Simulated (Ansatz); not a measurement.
A surface is cut from this relaxed crystal of VN:

```cif
data_structure
_symmetry_space_group_name_H-M 'P 1'
_symmetry_Int_Tables_number 1
_cell_length_a 2.8799
_cell_length_b 2.8799
_cell_length_c 2.8799
_cell_angle_alpha 60.000
_cell_angle_beta 60.000
_cell_angle_gamma 60.000
_cell_volume 16.89
loop_
_atom_site_label
_atom_site_type_symbol
_atom_site_fract_x
_atom_site_fract_y
_atom_site_fract_z
_atom_site_occupancy
V1 V 0.00000 0.00000 0.00000 1
N1 N 0.50000 0.50000 0.50000 1
```

Miller indices refer to the conventional cell of Fm-3m (No. 225), a = 4.073 Å, b = 4.073 Å, c = 4.073 Å, α = 90.00°, β = 90.00°, γ = 90.00°.

Consider the (100) slab of 6 planes, 10.2 Å thick with 15 Å of vacuum as cut; outer planes VN (top) and VN (bottom), all atoms relaxed.

These are results of Ansatz 0.2.0, DFT PBEsol, scalar-relativistic, plane waves, PAW, not measurements. Plane waves to 420 eV, a k mesh through Γ of 12×12×1 on the computed 12-atom cell and Gaussian smearing (0.10 eV); no spin polarisation. A dipole correction removes the field between periodic images along c.

The work function read from the bulk's Fermi level differs by 0.55 eV, so the slab's middle doesn't match the bulk reference (too thin, or relaxed to another structure or magnetic state).

**Question.** Give the surface energy (mean of both faces).

**Answer.** 0.88 J/m².

**Question.** Predict the work function.

**Answer.** 3.90 eV.

**Question.** The top two planes lie 2.036 Å apart in the bulk. How does relaxation change this?

**Answer.** The spacing becomes 2.004 Å (-1.6 %), and the top plane rumples by 0.269 Å.